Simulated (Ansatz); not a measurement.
# Ti3Al: two normal modes frozen in

How does the energy of Ti₃Al (P-6m2, No. 187; 4 atoms in the cell) change over two coordinates at once? A grid of runs gives the map.

Method: DFT LDA, scalar-relativistic, plane waves, PAW, in Ansatz 0.2.0.

1 further run of the same task is left out (set aside as unsound or not needed).

### 1 The system as given

It takes space group P-6m2 (No. 187, hexagonal). The conventional cell has a = 2.861 Å, b = 2.861 Å, c = 9.051 Å, α = 90.00°, β = 90.00°, γ = 120.00°. Ti (site symmetry -6m2) has 12 Ti at 2.79 to 2.86 Å as nearest neighbours. Ti (site symmetry 3m) is surrounded by 9 Ti at 2.79 to 2.86 Å and 3 Al at 2.81 Å. Al (site symmetry -6m2) has 6 Ti at 2.81 Å and 6 Al at 2.86 Å as nearest neighbours.

As a file:

```
CELL_PARAMETERS angstrom
2.86094 0.00000 0.00000
-1.43047 2.47765 0.00000
0.00000 0.00000 9.05134
ATOMIC_POSITIONS crystal
Ti 0.66667 0.33333 0.00000
Ti 0.33333 0.66667 0.75152
Ti 0.33333 0.66667 0.24848
Al 0.66667 0.33333 0.50000
```

It goes back to an entry of the Materials Project, which need not be the stable form.

It is the result of an earlier relaxation at this level (volume 16.04 Å³/atom; gap on the mesh: none (metal)).

### 4 The grid

The energy is mapped over two normal modes frozen in (zone-centre modes of the cell shown).

The axes are (1) amplitude of mode 4 (88 cm⁻¹), largest displacement: 7 values from −0.396 Å; (2) amplitude of mode 5 (88 cm⁻¹), largest displacement: 7 values from −0.396 Å.

Nothing else is relaxed (the cell and all other modes fixed). Energies count from the relaxed high-symmetry cell. Points are written as (first, second).

The patterns, per unit of each coordinate (Å):

```
atom      x1     y1     z1     x2      y2     z2
 Ti1   1.000  0.000  0.000  0.000   1.000  0.000
 Ti2  -0.346  0.000  0.000  0.000  -0.346  0.000
 Ti3  -0.346  0.000  0.000  0.000  -0.346  0.000
 Al4  -0.545  0.000  0.000  0.000  -0.545  0.000
```

(The set-up runs are not shown.)

### 5 Grid point (−0.264 Å, −0.396 Å)

Contents of input.yaml:

```yaml
crystal:
  lattice:
    - [2.8609400907, 0.0, 0.0]
    - [-1.4304700453, 2.4776467973, 0.0]
    - [0.0, 0.0, 9.0513401041]
  atoms:
    - { symbol: Ti, position: [0.4944747679, 0.1735042566, 0.0] }
    - { symbol: Ti, position: [0.392987537, 0.7220378912, 0.751522362] }
    - { symbol: Ti, position: [0.392987537, 0.7220378912, 0.248477638] }
    - { symbol: Al, position: [0.7604854121, 0.4204161959, 0.5] }
basis:
  ecutwfc: 520.0
kpoints:
  mp_grid: { grid: [15, 15, 6] }
hamiltonian:
  xc: lda
  pseudopotentials: { kind: paw, azcp: { folder: soft_1 } }
scf:
  occupations: { method: gaussian, width: 0.15 }
output:
  forces: true
  stress: true
  eigenvalues: true
```

Started as:

```bash
$ ansatz run input.yaml --threads 2 --pin off --max-ram 4096MiB --backend cpu --events-out ev --progress --plain --runs-dir out
```

Further runs follow: the other points that were computed.

What does the calculation give? Wanted: lowest point; highest computed point; modes; largest force on an atom.

The runs gave:

| quantity | value |
| --- | --- |
| lowest point | (0.000 Å, 0.000 Å), 0 meV |
| highest computed point | (−0.396 Å, 0.396 Å), 368 meV above the lowest |
| modes | 12 from 0 to 325 cm⁻¹ |
| largest force on an atom (eV/Å) | 0.00 at (0.000 Å, 0.000 Å) to 1.01 at (−0.396 Å, 0.396 Å); 0.00 at the lowest point |
| time for all points | 35 min on 2 threads, shared host |

The cell is stable against its own zone-centre modes, which says nothing of other wave vectors. The lowest computed point is at (0.000 Å, 0.000 Å), which is the relaxed high-symmetry cell itself. The grid shows no other well, apart from its symmetry copies. The highest computed point, (−0.396 Å, 0.396 Å), lies 368 meV above the lowest. Round the minimum the two coordinates are nearly uncoupled. With the other coordinates free, the energies away from the reference would be the same or lower.
